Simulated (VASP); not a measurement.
# InSb (F-43m) in VASP: notebook

One crystal, InSb, is run at these levels: PBEsol; tasks: relaxation of cell and atoms.

All numbers are computed with VASP 6.6.1; they aren't measurements. Logs are shortened: lines on timing, memory, paths and dates and some standing lists are left out, and cuts for length are marked.

### Step 1. The crystal as given

It takes space group F-43m (No. 216, cubic). Conventional cell: a = 6.478 Å, b = 6.478 Å, c = 6.478 Å, α = 90.00°, β = 90.00°, γ = 90.00°. In (site symmetry -43m) has 4 Sb at 2.81 Å as nearest neighbours. Sb (site symmetry -43m) is surrounded by 4 In at 2.81 Å.

### Step 2. Relaxation of cell and atoms, PBEsol

INCAR reads:

```
SYSTEM = InSb
PREC = Accurate
ENCUT = 600
EDIFF = 1E-6
ISMEAR = 0
SIGMA = 0.03
LREAL = .False.
LASPH = .True.
NELM = 80
ALGO = Normal
ISIF = 3
LWAVE = .False.
LCHARG = .False.
GGA = PS
IBRION = 2
NSW = 90
EDIFFG = -0.01
```

KPOINTS reads:

```
Automatic mesh
0
Gamma
  10 10 10
  0 0 0
```

POSCAR reads:

```
InSb
1.0
    0.0000000000      3.2391000000      3.2391000000
    3.2391000000      0.0000000000      3.2391000000
    3.2391000000      3.2391000000      0.0000000000
In Sb
1 1
Direct
    0.0000000000      0.0000000000      0.0000000000
    0.2500000000      0.2500000000      0.2500000000
```

Potentials or basis: VASP PAW PBE potentials, release 64 (In_d, Sb).

Command:

```sh
cat potpaw_PBE.64/In_d/POTCAR potpaw_PBE.64/Sb/POTCAR > POTCAR
mpirun -np 1 vasp_std > vasp.out
```

OUTCAR:

```text
SYSTEM = InSb
   PREC = Accurate
   ENCUT = 600
   EDIFF = 1E-6
   ISMEAR = 0
   LREAL = .False.
   LASPH = .True.
   NELM = 80
   ISIF = 3
   GGA = PS
   IBRION = 2
   NSW = 90
   EDIFFG = -0.01

 ion  position               nearest neighbor table
   1  0.000  0.000  0.000-   2 2.81   2 2.81   2 2.81   2 2.81
   2  0.250  0.250  0.250-   1 2.81   1 2.81   1 2.81   1 2.81

  LATTYP: Found a face centered cubic cell.
 ALAT       =     6.4782000000

  Lattice vectors:

 A1 = (   0.0000000000,   3.2391000000,   3.2391000000)
 A2 = (   3.2391000000,   0.0000000000,   3.2391000000)
 A3 = (   3.2391000000,   3.2391000000,   0.0000000000)

Analysis of symmetry for initial positions (statically):
=====================================================================
 Subroutine PRICEL returns:
 Original cell was already a primitive cell.

 Routine SETGRP: Setting up the symmetry group for a
 face centered cubic supercell.

 Subroutine GETGRP returns: Found 24 space group operations
 (whereof 24 operations were pure point group operations)
 out of a pool of 48 trial point group operations.

The static configuration has the point symmetry T_d .

Analysis of symmetry for dynamics (positions and initial velocities):
=====================================================================
 Subroutine PRICEL returns:
 Original cell was already a primitive cell.

 Routine SETGRP: Setting up the symmetry group for a
 face centered cubic supercell.

 Subroutine GETGRP returns: Found 24 space group operations
 (whereof 24 operations were pure point group operations)
 out of a pool of 48 trial point group operations.

The dynamic configuration has the point symmetry T_d .

 Subroutine INISYM returns: Found 24 space group operations
 (whereof 24 operations are pure point group operations),
 and found     1 'primitive' translations

----------------------------------------------------------------------------------------

                                     Primitive cell

  volume of cell :      67.9678

  direct lattice vectors                    reciprocal lattice vectors
     0.000000000  3.239100000  3.239100000    -0.154363867  0.154363867  0.154363867
     3.239100000  0.000000000  3.239100000     0.154363867 -0.154363867  0.154363867
     3.239100000  3.239100000  0.000000000     0.154363867  0.154363867 -0.154363867

  length of vectors
     4.580779150  4.580779150  4.580779150     0.267366060  0.267366060  0.267366060

  position of ions in fractional coordinates (direct lattice)
     0.000000000  0.000000000  0.000000000
     0.250000000  0.250000000  0.250000000

  ion indices of the primitive-cell ions
   primitive index   ion index
                 1           1
                 2           2

----------------------------------------------------------------------------------------

 KPOINTS: Automatic mesh

Automatic generation of k-mesh.
 Grid dimensions read from file:
 generate k-points for:   10   10   10

 Generating k-lattice:

  Cartesian coordinates                     Fractional coordinates (reciprocal lattice)
    -0.015436387  0.015436387  0.015436387     0.100000000  0.000000000  0.000000000
     0.015436387 -0.015436387  0.015436387     0.000000000  0.100000000  0.000000000
     0.015436387  0.015436387 -0.015436387     0.000000000  0.000000000  0.100000000

  Length of vectors
     0.026736606  0.026736606  0.026736606

  Shift w.r.t. Gamma in fractional coordinates (k-lattice)
     0.000000000  0.000000000  0.000000000

 Subroutine IBZKPT returns following result:
 ===========================================

 Found     47 irreducible k-points:

 Following reciprocal coordinates:
            Coordinates               Weight
  0.000000  0.000000  0.000000      1.000000
  0.100000  0.000000  0.000000      8.000000
  0.200000  0.000000  0.000000      8.000000
  0.300000  0.000000  0.000000      8.000000
  0.400000  0.000000  0.000000      8.000000
  0.500000  0.000000  0.000000      4.000000
[... 16 lines left out ...]
  0.300000  0.300000  0.000000      6.000000
  0.400000  0.300000  0.000000     24.000000
 [... further k-points ...]
   k-points           NKPTS =     47   k-points in BZ     NKDIM =     47   number of bands    NBANDS=     13
   number of dos      NEDOS =    301   number of ions     NIONS =      2
   total plane-waves  NPLWV =  64000
   dimension x,y,z NGX =    40 NGY =   40 NGZ =   40
   dimension x,y,z NGXF=    80 NGYF=   80 NGZF=   80
   ions per type =               1   1
   NGX,Y,Z   is equivalent  to a cutoff of  14.52, 14.52, 14.52 a.u.
   NGXF,Y,Z  is equivalent  to a cutoff of  29.03, 29.03, 29.03 a.u.
 SYSTEM =  InSb
   PREC   = accura    normal or accurate (medium, high low for compatibility)
   ISTART =      0    job   : 0-new  1-cont  2-samecut
   ICHARG =      2    charge: 1-file 2-atom 10-const
   ISPIN  =      1    spin polarized calculation?
   LNONCOLLINEAR =      F non collinear calculations
   LSORBIT =      F    spin-orbit coupling
   LASPH  =      T    aspherical Exc in radial PAW
   ENCUT  =  600.0 eV  44.10 Ry    6.64 a.u.   9.15  9.15  9.15*2*pi/ulx,y,z
   NELM   =     80;   NELMIN=  2; NELMDL= -5     # of ELM steps
   EDIFF  = 0.1E-05   stopping-criterion for ELM
   LREAL  =      F    real-space projection
   EDIFFG = -.1E-01   stopping-criterion for IOM
   NSW    =     90    number of steps for IOM
   IBRION =      2    ionic relax: 0-MD 1-quasi-New 2-CG
   NFREE  =      1    steps in history (QN), initial steepest desc. (CG)
   ISIF   =      3    stress and relaxation
   ISYM   =      2    0-nonsym 1-usesym 2-fastsym
   POTIM  = 0.5000    time-step for ionic-motion
   TEBEG  =    0.0;   TEEND  =   0.0 temperature during run
   PSTRESS=    0.0 pullay stress
   NELECT =      18.0000    total number of electrons
   NUPDOWN=      -1.0000    fix difference up-down
   EMIN   =  10.00;   EMAX   =-10.00  energy-range for DOS
   EFERMI =   0.00;   METHOD = LEGACY
   ISMEAR =     0;   SIGMA  =   0.03  broadening in eV -4-tet -1-fermi 0-gaus
   EFERMI_NEDOS =   21; number of points for ismear=-14 and -15
   IALGO  =     38    algorithm
   IMIX   =      4    mixing-type and parameters
     AMIX     =   0.40;   BMIX     =  1.00
     AMIX_MAG =   1.60;   BMIX_MAG =  1.00
  volume/ion in A,a.u.               =      33.98       229.33
  Fermi-wavevector in a.u.,A,eV,Ry     =   1.051311  1.986690 15.037912  1.105255
  Thomas-Fermi vector in A             =   2.186349
   LORBIT       =      0    0 simple, 1 ext, 2 COOP (PROOUT), +10 PAW based schemes
   GGA     = PS    functional components
   LHFCALC =     F    Hartree Fock is set to
   AEXX    =    0.0000 exact exchange contribution
   IVDW    =     0    specifies the selected vdW correction
   LEPSILON=     F    determine dielectric tensor
   LRPA    =     F    only Hartree local field effects (RPA)
 conjugate gradient relaxation of ions
 non-spin polarized calculation
 Gauss-broadening in eV      SIGMA  =   0.03
  energy-cutoff  :      600.00
  volume of cell :       67.97
 maximum number of plane-waves:      2288
 NGX is ok and might be reduce to    40
   NGX = 19   NGY = 19   NGZ = 19

--------------------------------------- Ionic step        1  -------------------------------------------

 number of electron      18.0000001 magnetization

 Free energy of the ion-electron system (eV)
  ---------------------------------------------------
  ext. energy  EPLUGINS =         0.00000000
  ---------------------------------------------------
  free energy    TOTEN  =        -7.69620008 eV

  energy without entropy =       -7.69615381  energy(sigma->0) =       -7.69617694

------------------------ aborting loop because EDIFF is reached ----------------------------------------

  FORCE on cell =-STRESS in cart. coord.  units (eV):
  Direction    XX          YY          ZZ          XY          YZ          ZX
  --------------------------------------------------------------------------------------
  -------------------------------------------------------------------------------------
  Total        0.3733145      0.3733145      0.3733145      0.0000000      0.0000000      0.0000000
  in kB        8.7999929      8.7999929      8.7999929      0.0000000      0.0000000      0.0000000
  external PRESSURE =       8.7999929 kB  Pullay stress =       0.0000000 kB
[... 21 lines left out ...]
  energy  without entropy=       -7.6961538056  energy(sigma->0) =       -7.69617694

--------------------------------------- Ionic step        2  -------------------------------------------

 number of electron      17.9999998 magnetization

 E-fermi :   4.6953     XC(G=0):  -8.7563

 val. band max:        4.6861368971   @ k =   0.0000   0.0000   0.0000
 cond. band min:       5.1124891814   @ k =   0.5000   0.0000   0.0000
 fundamental gap:      0.4263522843
 Fermi energy:         4.6952739681

 k-point     1 :       0.0000    0.0000    0.0000
  band No.  band energies     occupation
      1      -9.7992      2.00000
      2      -9.7992      2.00000
      3      -9.7992      2.00000
      4      -9.7199      2.00000
      5      -9.7199      2.00000
      6      -5.8970      2.00000
      7       4.2753      2.00000
      8       4.6861      1.33333
      9       4.6861      1.33333
     10       4.6861      1.33333
     11       7.6202      0.00000
     12       7.6202      0.00000
     13       7.6202      0.00000
[... 401 lines left out ...]
  energy  without entropy=       -7.6992963563  energy(sigma->0) =       -7.69931950

--------------------------------------- Ionic step        3  -------------------------------------------

 number of electron      17.9999999 magnetization

 Free energy of the ion-electron system (eV)
  ---------------------------------------------------
  ext. energy  EPLUGINS =         0.00000000
  ---------------------------------------------------
  free energy    TOTEN  =        -7.69983402 eV

  energy without entropy =       -7.69978774  energy(sigma->0) =       -7.69981088

 E-fermi :   4.7705     XC(G=0):  -8.7870

 val. band max:        4.7613194605   @ k =   0.0000   0.0000   0.0000
 cond. band min:       5.1999534527   @ k =   0.5000   0.0000   0.0000
 fundamental gap:      0.4386339922
 Fermi energy:         4.7704565351

 k-point     1 :       0.0000    0.0000    0.0000
  band No.  band energies     occupation
      1      -9.7386      2.00000
      2      -9.7386      2.00000
      3      -9.7386      2.00000
      4      -9.6574      2.00000
      5      -9.6574      2.00000
      6      -5.8669      2.00000
      7       4.3916      2.00000
      8       4.7613      1.33333
      9       4.7613      1.33333
     10       4.7613      1.33333
     11       7.6947      0.00000
     12       7.6947      0.00000
     13       7.6947      0.00000
[... 397 lines left out ...]
  FREE ENERGIE OF THE ION-ELECTRON SYSTEM (eV)
  ---------------------------------------------------
  free  energy   TOTEN  =        -7.6998340192 eV

  energy  without entropy=       -7.6997877405  energy(sigma->0) =       -7.69981088

 reached required accuracy - stopping structural energy minimisation
```

It took 97 s on 1 thread of Intel Xeon Platinum 8375C at 2.90GHz (Ice Lake), shared host; peak memory 0.27 GiB.

What came out:

```
Free energy                            : -7.6998 eV
Relaxed volume                         : 34.66 Å³/atom
Relaxed cell                           : a = 4.611 Å, b = 4.611 Å, c = 4.611 Å, α = 60.00°, β = 60.00°, γ = 60.00°
Space group after relaxing (to 0.05 Å) : F-43m (No. 216)
Energy gained by relaxing              : 1.8 meV/atom
Ionic steps                            : 3
Pressure after relaxing                : 0.0 GPa
Band gap on the k mesh                 : none (metal or under the smearing width)
```

The path:
| step | energy change (eV) | largest force (eV/Å) | pressure (GPa) | volume (Å³) |
| --- | --- | --- | --- | --- |
| 1 | 0.0000 | 0.0000 | 0.88 | 67.97 |
| 2 | -0.0031 | 0.0000 | -0.31 | 69.82 |
| 3 | -0.0036 | 0.0000 | -0.01 | 69.31 |

Final structure:
```
In Sb
1.0
     0.00000    3.26032    3.26032
     3.26032    0.00000    3.26032
     3.26032    3.26032    0.00000
In Sb
1 1
Direct
  0.00000 0.00000 0.00000
  0.25000 0.25000 0.25000
```

Levels at points of the mesh, in eV from the Fermi level:
```csv
k point,band 7,band 8,band 9,band 10,band 11,band 12
"(0.00, 0.00, 0.00)",-0.38,-0.01,-0.01,-0.01,2.92,2.92
"(0.50, 0.00, 0.00)",-5.58,-0.99,-0.99,0.43,3.76,3.76
"(0.50, 0.50, 0.00)",-5.88,-2.22,-2.22,1.27,1.28,8.00
```

Caveat: the PAW data sets were made with another functional, which shifts forces and pressure a little; this crystal is a semiconductor, whose small gap the functional closes, so the metal is an error of the method.

### Step 3. Relaxation of cell and atoms, PBEsol

This run uses another cell than the first one, of 34.66 Å³/atom, 1.020 times its volume.

INCAR: that of step 2 with these lines changed.

```diff
@@ -3,3 +3,3 @@
 ENCUT = 600
-EDIFF = 1E-6
+EDIFF = 1E-7
 ISMEAR = 0
@@ -16,2 +16,2 @@
 NSW = 90
-EDIFFG = -0.01
+EDIFFG = -0.005
```

KPOINTS is that of step 2.

POSCAR reads:

```
InSb                                    
1.0
   -0.0000000000      3.2603245817      3.2603245817
    3.2603245817      0.0000000000      3.2603245817
    3.2603245817      3.2603245817      0.0000000000
  In              Sb            
     1     1
Direct
     0.0000000000000000    0.0000000000000000    0.0000000000000000
     0.2500000000000000    0.2500000000000000    0.2500000000000000
```

Potentials or basis: VASP PAW PBE potentials, release 64 (In_d, Sb).

Command:

```sh
cat potpaw_PBE.64/In_d/POTCAR potpaw_PBE.64/Sb/POTCAR > POTCAR
mpirun -np 1 vasp_std > vasp.out
```

OUTCAR:

```text
SYSTEM = InSb
   PREC = Accurate
   ENCUT = 600
   EDIFF = 1E-7
   ISMEAR = 0
   LREAL = .False.
   LASPH = .True.
   NELM = 80
   ISIF = 3
   GGA = PS
   IBRION = 2
   NSW = 90
   EDIFFG = -0.005

 ion  position               nearest neighbor table
   1  0.000  0.000  0.000-   2 2.82   2 2.82   2 2.82   2 2.82
   2  0.250  0.250  0.250-   1 2.82   1 2.82   1 2.82   1 2.82

  LATTYP: Found a face centered cubic cell.
[... 579 lines left out ...]

  FORCE on cell =-STRESS in cart. coord.  units (eV):
  Direction    XX          YY          ZZ          XY          YZ          ZX
  --------------------------------------------------------------------------------------
  -------------------------------------------------------------------------------------
  Total        0.0011276      0.0011276      0.0011276      0.0000000      0.0000000     -0.0000000
  in kB        0.0260636      0.0260636      0.0260636      0.0000000      0.0000000     -0.0000000
  external PRESSURE =       0.0260636 kB  Pullay stress =       0.0000000 kB

 VOLUME and BASIS-vectors are now :
 -----------------------------------------------------------------------------
  energy-cutoff  :      600.00
  volume of cell :       69.31
      direct lattice vectors                 reciprocal lattice vectors
     0.000000000  3.260324582  3.260324582    -0.153358964  0.153358964  0.153358964
     3.260324582  0.000000000  3.260324582     0.153358964 -0.153358964  0.153358964
     3.260324582  3.260324582  0.000000000     0.153358964  0.153358964 -0.153358964

 POSITION                                       TOTAL-FORCE (eV/Angst)
 -----------------------------------------------------------------------------------
      0.00000      0.00000      0.00000         0.000000      0.000000      0.000000
      1.63016      1.63016      1.63016        -0.000000     -0.000000     -0.000000
 -----------------------------------------------------------------------------------
    total drift:                               -0.000000     -0.000000     -0.000000

  FREE ENERGIE OF THE ION-ELECTRON SYSTEM (eV)
  ---------------------------------------------------
  free  energy   TOTEN  =        -7.6999379193 eV

  energy  without entropy=       -7.6998916406  energy(sigma->0) =       -7.69991478

 reached required accuracy - stopping structural energy minimisation
```

CONTCAR:

```text
InSb
   1.00000000000000
     0.0000000000000000    3.2603245816999999    3.2603245816999999
     3.2603245816999999    0.0000000000000000    3.2603245816999999
     3.2603245816999999    3.2603245816999999    0.0000000000000000
  In              Sb
     1     1
Direct
     0.0000000000000000    0.0000000000000000    0.0000000000000000
     0.2500000000000000    0.2500000000000000    0.2500000000000000

  0.00000000E+00  0.00000000E+00  0.00000000E+00
  0.00000000E+00  0.00000000E+00  0.00000000E+00
```

Wall time 49 s (1 thread of Intel Xeon Platinum 8375C at 2.90GHz (Ice Lake), shared host); peak memory 0.26 GiB.

What came out:

* Free energy: -7.6999 eV
* Pressure after relaxing: 0.0 GPa
* Band gap on the k mesh: none (metal or under the smearing width)

Final structure:
```
In Sb
1.0
     0.00000    3.26032    3.26032
     3.26032    0.00000    3.26032
     3.26032    3.26032    0.00000
In Sb
1 1
Direct
  0.00000 0.00000 0.00000
  0.25000 0.25000 0.25000
```

Levels at points of the mesh, in eV from the Fermi level:
```tsv
k point	band 7	band 8	band 9	band 10	band 11	band 12
(0.00, 0.00, 0.00)	-0.38	-0.01	-0.01	-0.01	2.92	2.92
(0.50, 0.00, 0.00)	-5.58	-0.99	-0.99	0.43	3.76	3.76
(0.50, 0.50, 0.00)	-5.88	-2.22	-2.22	1.27	1.28	8.00
```

Caveat: the relaxation stopped at its first step, so nothing moved; the PAW data sets were made with another functional, which shifts forces and pressure a little; this crystal is a semiconductor, whose small gap the functional closes, so the metal is an error of the method. Spin-orbit coupling is left out, which matters for the levels of Sb.
